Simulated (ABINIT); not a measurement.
Runs of ABINIT 10.8.3 (patched build) on HfO2. It takes space group Fm-3m (No. 225, cubic). The conventional cell has a = 5.115 Å, b = 5.115 Å, c = 5.115 Å, α = 90.00°, β = 90.00°, γ = 90.00°. Hf (site symmetry m-3m) has 8 O at 2.21 Å as nearest neighbours. O (site symmetry -43m) has 4 Hf at 2.21 Å as nearest neighbours. Measurements of this composition are mostly on another form, of space group No. 14.

```csv
task,level,k mesh,cutoff (eV),fine-grid cutoff,gap on the mesh (eV),pressure (GPa),V0 of scaled cells (Å³/atom),B0 (GPa)
band structure,revPBE,9 × 9 × 9,626,1224.51 eV,3.92,-2.3,-,-
equation of state,PBE,9 × 9 × 9,626,1224.51 eV,-,-,10.91,252
band structure,rPW86PBE,9 × 9 × 9,626,1224.51 eV,3.86,1.2,-,-
single point,r2SCAN,7 × 7 × 7,762,1360.57 eV,4.41,-,-,-
single point,PBEsol,12 × 12 × 12,626,1224.51 eV,3.60,(b),-,-
equation of state,HCTH407,9 × 9 × 9,626,1224.51 eV,-,-,10.84,242
equation of state,revPBE+D3,9 × 9 × 9,626,1224.51 eV,-,-,10.79,252
single point,PBE,9 × 9 × 9,626,1224.51 eV,(a),-5.8,-,-
```

Alike in all rows: potentials or basis JTH PAW PBE v2.0; no spin polarisation; cell as given; smearing fermi-dirac 0.05 eV.

Question: Estimate the missing entries.

Answer: (a) 3.84; (b) -13.1.

Caveats: the PAW data sets were made with another functional, which shifts forces and pressure a little (some runs); spin-orbit coupling is left out, which moves the levels of the heavy elements (some runs); pressures at fixed basis lie under the slope of the energies (some runs); the mesh misses the band edges, which the band path finds closer together (some runs); an odd mesh through Γ misses points on the zone boundary, where band edges often lie (some runs).

A k mesh can miss the band edges, and the runs leave out spin-orbit coupling on Hf.

Not every run made on this cell is shown here.
